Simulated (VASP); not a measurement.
# BaTiO3 (Pm-3m) in VASP: electric field gradients with PBE

Aim: the electric field gradients of BaTiO3 with PBE.

Everything below comes from runs of VASP 6.6.1. Logs are shortened: lines on timing, memory, paths and dates and some standing lists are left out, and cuts for length are marked.

## 1. Starting point

The structure is cubic, space group Pm-3m (No. 221). The conventional cell has a = 4.008 Å, b = 4.008 Å, c = 4.008 Å, α = 90.00°, β = 90.00°, γ = 90.00°. Ba (site symmetry m-3m) has 12 O at 2.83 Å as nearest neighbours. Around Ti (site symmetry m-3m) lie 6 O at 2.00 Å. O (site symmetry 4/mmm) has 2 Ti at 2.00 Å as nearest neighbours.

The cell is a database's computed one.

## 2. Electric field gradients, PBE

File INCAR:

```
SYSTEM = BaTiO3
ALGO = Fast
EDIFF = 1E-8
ENCUT = 520
GGA = PE
ISIF = 2
ISMEAR = -1
LASPH = .True.
LCHARG = .False.
LEFG = .True.
LREAL = .False.
LWAVE = .False.
NBANDS = 28
NELM = 100
PREC = Accurate
SIGMA = 0.02
```

File KPOINTS:

```
k-points
0
Gamma
  5 5 5
  0 0 0
```

File POSCAR:

```
BaTiO3
1.0
    4.0076816357      0.0000000000      0.0000000000
    0.0000000000      4.0076816357      0.0000000000
    0.0000000000      0.0000000000      4.0076816357
Ba Ti O
1 1 3
Direct
    0.5000000000      0.5000000000      0.5000000000
    0.0000000000      0.0000000000      0.0000000000
    0.5000000000      0.0000000000      0.0000000000
    0.0000000000      0.5000000000      0.0000000000
    0.0000000000      0.0000000000      0.5000000000
```

Potentials or basis: VASP PAW PBE potentials, release 64 (Ba_sv, Ti_sv, O).

Run with:

```bash
> cat potpaw_PBE.64/Ba_sv/POTCAR potpaw_PBE.64/Ti_sv/POTCAR potpaw_PBE.64/O/POTCAR > POTCAR
> mpirun -np 1 vasp_std > vasp.out
```

OUTCAR:

```text
SYSTEM = BaTiO3
   EDIFF = 1E-8
   ENCUT = 520
   GGA = PE
   ISIF = 2
   ISMEAR = -1
   LASPH = .True.
   LREAL = .False.
   NELM = 100
   PREC = Accurate

 ion  position               nearest neighbor table
   1  0.500  0.500  0.500-   3 2.83   4 2.83   5 2.83   3 2.83   4 2.83   3 2.83   5 2.83   3 2.83
                             4 2.83   5 2.83   4 2.83   5 2.83   2 3.47   2 3.47   2 3.47   2 3.47
   2  0.000  0.000  0.000-   3 2.00   4 2.00   5 2.00   5 2.00   4 2.00   3 2.00   1 3.47   1 3.47
                             1 3.47   1 3.47   1 3.47   1 3.47   1 3.47   1 3.47
   3  0.500  0.000  0.000-   2 2.00   2 2.00   1 2.83   1 2.83   1 2.83   1 2.83
   4  0.000  0.500  0.000-   2 2.00   2 2.00   1 2.83   1 2.83   1 2.83   1 2.83
   5  0.000  0.000  0.500-   2 2.00   2 2.00   1 2.83   1 2.83   1 2.83   1 2.83

  LATTYP: Found a simple cubic cell.
 ALAT       =     4.0076816357

  Lattice vectors:

 A1 = (   4.0076816357,   0.0000000000,   0.0000000000)
 A2 = (   0.0000000000,   4.0076816357,   0.0000000000)
 A3 = (   0.0000000000,   0.0000000000,   4.0076816357)

Analysis of symmetry for initial positions (statically):
=====================================================================
 Subroutine PRICEL returns:
 Original cell was already a primitive cell.

 Routine SETGRP: Setting up the symmetry group for a
 simple cubic supercell.

 Subroutine GETGRP returns: Found 48 space group operations
 (whereof 48 operations were pure point group operations)
 out of a pool of 48 trial point group operations.

The static configuration has the point symmetry O_h .

Analysis of symmetry for dynamics (positions and initial velocities):
=====================================================================
 Subroutine PRICEL returns:
 Original cell was already a primitive cell.

 Routine SETGRP: Setting up the symmetry group for a
 simple cubic supercell.

 Subroutine GETGRP returns: Found 48 space group operations
 (whereof 48 operations were pure point group operations)
 out of a pool of 48 trial point group operations.

The dynamic configuration has the point symmetry O_h .

 Subroutine INISYM returns: Found 48 space group operations
 (whereof 48 operations are pure point group operations),
 and found     1 'primitive' translations

----------------------------------------------------------------------------------------

                                     Primitive cell

  volume of cell :      64.3694

  direct lattice vectors                    reciprocal lattice vectors
     4.007681636  0.000000000  0.000000000     0.249520818  0.000000000  0.000000000
     0.000000000  4.007681636  0.000000000     0.000000000  0.249520818  0.000000000
     0.000000000  0.000000000  4.007681636     0.000000000  0.000000000  0.249520818

  length of vectors
     4.007681636  4.007681636  4.007681636     0.249520818  0.249520818  0.249520818

  position of ions in fractional coordinates (direct lattice)
     0.500000000  0.500000000  0.500000000
     0.000000000  0.000000000  0.000000000
     0.500000000  0.000000000  0.000000000
     0.000000000  0.500000000  0.000000000
     0.000000000  0.000000000  0.500000000

  ion indices of the primitive-cell ions
   primitive index   ion index
                 1           1
                 2           2
                 3           3
                 4           4
                 5           5

----------------------------------------------------------------------------------------

 KPOINTS: k-points

Automatic generation of k-mesh.
 Grid dimensions read from file:
 generate k-points for:    5    5    5

 Generating k-lattice:

  Cartesian coordinates                     Fractional coordinates (reciprocal lattice)
     0.049904164  0.000000000  0.000000000     0.200000000  0.000000000  0.000000000
[... 36 lines left out ...]
   ISTART =      0    job   : 0-new  1-cont  2-samecut
   ICHARG =      2    charge: 1-file 2-atom 10-const
   ISPIN  =      1    spin polarized calculation?
   LNONCOLLINEAR =      F non collinear calculations
   LSORBIT =      F    spin-orbit coupling
   LASPH  =      T    aspherical Exc in radial PAW
   ENCUT  =  520.0 eV  38.22 Ry    6.18 a.u.   7.45  7.45  7.45*2*pi/ulx,y,z
   NELM   =    100;   NELMIN=  2; NELMDL= -5     # of ELM steps
   EDIFF  = 0.1E-07   stopping-criterion for ELM
   LREAL  =      F    real-space projection
   EDIFFG = 0.1E-06   stopping-criterion for IOM
   NSW    =      0    number of steps for IOM
   IBRION =     -1    ionic relax: 0-MD 1-quasi-New 2-CG
   NFREE  =      0    steps in history (QN), initial steepest desc. (CG)
   ISIF   =      2    stress and relaxation
   ISYM   =      2    0-nonsym 1-usesym 2-fastsym
   POTIM  = 0.5000    time-step for ionic-motion
   TEBEG  =    0.0;   TEEND  =   0.0 temperature during run
   PSTRESS=    0.0 pullay stress
   NELECT =      40.0000    total number of electrons
   NUPDOWN=      -1.0000    fix difference up-down
   EMIN   =  10.00;   EMAX   =-10.00  energy-range for DOS
   EFERMI =   0.00;   METHOD = LEGACY
   ISMEAR =    -1;   SIGMA  =   0.02  broadening in eV -4-tet -1-fermi 0-gaus
   EFERMI_NEDOS =   21; number of points for ismear=-14 and -15
   IALGO  =     68    algorithm
   IMIX   =      4    mixing-type and parameters
     AMIX     =   0.40;   BMIX     =  1.00
     AMIX_MAG =   1.60;   BMIX_MAG =  1.00
  volume/ion in A,a.u.               =      12.87        86.88
  Fermi-wavevector in a.u.,A,eV,Ry     =   1.397017  2.639979 26.553889  1.951656
  Thomas-Fermi vector in A             =   2.520314
   LORBIT       =      0    0 simple, 1 ext, 2 COOP (PROOUT), +10 PAW based schemes
   GGA     = PE    functional components
   LHFCALC =     F    Hartree Fock is set to
   AEXX    =    0.0000 exact exchange contribution
   IVDW    =     0    specifies the selected vdW correction
   LEPSILON=     F    determine dielectric tensor
   LRPA    =     F    only Hartree local field effects (RPA)
 non-spin polarized calculation
 RMM-DIIS sequential band-by-band and
  energy-cutoff  :      520.00
  volume of cell :       64.37
 maximum number of plane-waves:      1763
 NGX is ok and might be reduce to    30
   NGX = 15   NGY = 15   NGZ = 15

 number of electron      39.9999976 magnetization

 Free energy of the ion-electron system (eV)
  ---------------------------------------------------
  ext. energy  EPLUGINS =         0.00000000
  ---------------------------------------------------
  free energy    TOTEN  =       -39.96942471 eV

  energy without entropy =      -39.96942471  energy(sigma->0) =      -39.96942471

 E-fermi :   4.1836     XC(G=0): -11.2398

 val. band max:        3.6901644985   @ k =   0.4000   0.4000   0.4000
 cond. band min:       5.5380102356   @ k =   0.0000   0.0000   0.0000
 fundamental gap:      1.8478457371
 Fermi energy:         4.1836000716

 k-point     1 :       0.0000    0.0000    0.0000
  band No.  band energies     occupation
      1     -52.8550      2.00000
      2     -29.0635      2.00000
      3     -29.0635      2.00000
      4     -29.0635      2.00000
      5     -21.0181      2.00000
      6     -13.0793      2.00000
[... 299 lines left out ...]
     27      13.5989      0.00000
     28      14.0557      0.00000

------------------------ aborting loop because EDIFF is reached ----------------------------------------

  FORCE on cell =-STRESS in cart. coord.  units (eV):
  Direction    XX          YY          ZZ          XY          YZ          ZX
  --------------------------------------------------------------------------------------
  -------------------------------------------------------------------------------------
  Total        1.2876850      1.2876850      1.2876850     -0.0000000     -0.0000000      0.0000000
  in kB       32.0509263     32.0509263     32.0509263     -0.0000000     -0.0000000      0.0000000
  external PRESSURE =      32.0509263 kB  Pullay stress =       0.0000000 kB

 VOLUME and BASIS-vectors are now :
 -----------------------------------------------------------------------------
  energy-cutoff  :      520.00
  volume of cell :       64.37
      direct lattice vectors                 reciprocal lattice vectors
     4.007681636  0.000000000  0.000000000     0.249520818  0.000000000  0.000000000
     0.000000000  4.007681636  0.000000000     0.000000000  0.249520818  0.000000000
     0.000000000  0.000000000  4.007681636     0.000000000  0.000000000  0.249520818

 POSITION                                       TOTAL-FORCE (eV/Angst)
 -----------------------------------------------------------------------------------
      2.00384      2.00384      2.00384         0.000000      0.000000      0.000000
      0.00000      0.00000      0.00000         0.000000      0.000000      0.000000
      2.00384      0.00000      0.00000         0.000000      0.000000      0.000000
      0.00000      2.00384      0.00000         0.000000      0.000000      0.000000
      0.00000      0.00000      2.00384         0.000000      0.000000      0.000000
 -----------------------------------------------------------------------------------
    total drift:                                0.000000     -0.000000      0.000000

  FREE ENERGIE OF THE ION-ELECTRON SYSTEM (eV)
  ---------------------------------------------------
  free  energy   TOTEN  =       -39.9694247060 eV

  energy  without entropy=      -39.9694247060  energy(sigma->0) =      -39.96942471

 Electric field gradients (V/A^2)
---------------------------------------------------------------------
 ion       V_xx      V_yy      V_zz      V_xy      V_xz      V_yz
---------------------------------------------------------------------
   1      -0.000    -0.000    -0.000     0.000    -0.000     0.000
   2      -0.000     0.000    -0.000     0.000     0.000     0.000
   3      24.988   -12.494   -12.494    -0.000    -0.000    -0.000
   4     -12.494    24.988   -12.494     0.000     0.000    -0.000
   5     -12.494   -12.494    24.988     0.000     0.000     0.000
---------------------------------------------------------------------

 Electric field gradients after diagonalization (V/A^2)
 (convention: |V_zz| > |V_xx| > |V_yy|)
----------------------------------------------------------------------
 ion       V_xx      V_yy      V_zz     asymmetry (V_yy - V_xx)/ V_zz
----------------------------------------------------------------------
   1      -0.000    -0.000    -0.000      -0.853
   2       0.000    -0.000    -0.000       0.477
   3     -12.494   -12.494    24.988       0.000
   4     -12.494   -12.494    24.988       0.000
   5     -12.494   -12.494    24.988       0.000
----------------------------------------------------------------------

           NMR quadrupolar parameters

 Cq : quadrupolar parameter    Cq=e*Q*V_zz/h
 eta: asymmetry parameters     (V_yy - V_xx)/ V_zz
 Q  : nuclear electric quadrupole moment in mb (millibarn)
----------------------------------------------------------------------
 ion       Cq(MHz)       eta       Q (mb)
----------------------------------------------------------------------
   1      -0.000      -0.853       1.000
   2      -0.000       0.477       1.000
   3       0.060       0.000       1.000
   4       0.060       0.000       1.000
   5       0.060       0.000       1.000
----------------------------------------------------------------------
```

Run time: 2.5 min. Hardware: 1 thread of Intel Xeon Platinum 8175M at 2.50GHz (Skylake/Cascade Lake), shared host; peak memory 0.17 GiB.

Results:

```
Free energy            : -39.9694 eV
Pressure               : 3.2 GPa
Band gap on the k mesh : 1.85 eV, indirect (least direct gap 1.88 eV)
```

Levels at points of the mesh, in eV from the valence-band top:
| k point | band 18 | band 19 | band 20 | band 21 | band 22 | band 23 |
| --- | --- | --- | --- | --- | --- | --- |
| (0.00, 0.00, 0.00) | -0.03 | -0.03 | -0.03 | 1.85 | 1.85 | 1.85 |

Electric field gradients, principal values (V/Å²):
| atom | Vxx | Vyy | Vzz |
| --- | --- | --- | --- |
| 1 Ba | 0.000 | 0.000 | 0.000 |
| 2 Ti | 0.000 | 0.000 | 0.000 |
| 3 O | -12.494 | -12.494 | 24.988 |
| 4 O | -12.494 | -12.494 | 24.988 |
| 5 O | -12.494 | -12.494 | 24.988 |

Caveat: spin-orbit coupling is left out, which moves the levels of the heavy elements; an odd mesh through Γ misses points on the zone boundary, where band edges often lie.
